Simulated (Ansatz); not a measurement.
ScAl$_{2}$: pressure against volume

ScAl$_{2}$, Fd-3m, a = 7.555 Å. The structure is a Materials Project entry; whether it is the stable form wasn't checked. Ansatz: r2SCAN, PAW, 500 eV, Γ-centred 8×8×8 mesh on 6 atoms, Gaussian smearing 0.10 eV; no spin polarisation. Symmetry fixes shape and atoms, so the cell is only scaled; pressure is positive in compression.

```tsv
V (Å³/atom)	P (GPa)
15.813	15.63
16.353	10.81
16.892	6.66
17.431	3.10
17.970	0.03
18.509	?
19.048	-4.89
19.767	-7.44
```

**Question.** Take V0 = 17.970 Å³/atom, count pressures from its P0 = 0.03 GPa, fit the third-order Birch–Murnaghan form to the other rows, and predict the missing pressure.

**Answer.** With the Eulerian strain f = ½[(V0/V)^(2/3) − 1] and y = (P − P0)/[3f(1 + 2f)^(5/2)], the form is the line y = B0 + 1.5 B0 (B0′ − 4) f. Rows (f, y): 0.04449, 94.4; 0.03244, 94.7; 0.02105, 94.7; 0.01025, 94.9; -0.01905, 94.9; -0.03078, 94.8. Means f = 0.009733, y = 94.733; Σ(Δf)² = 0.004322, ΣΔfΔy = -0.02013; the slope is their ratio. y = 94.78 − 4.658 f GPa, so B0 = 94.8 GPa and B0′ = 4 + 2 × (-4.658)/(3 × 94.78) = 3.97. At V = 18.509, f = -0.00975, y = 94.83 and P = -2.61 GPa. The run gave -2.62 GPa, so the fit is 0.01 GPa too high, within twice the rms miss on the fitted rows (0.009 GPa).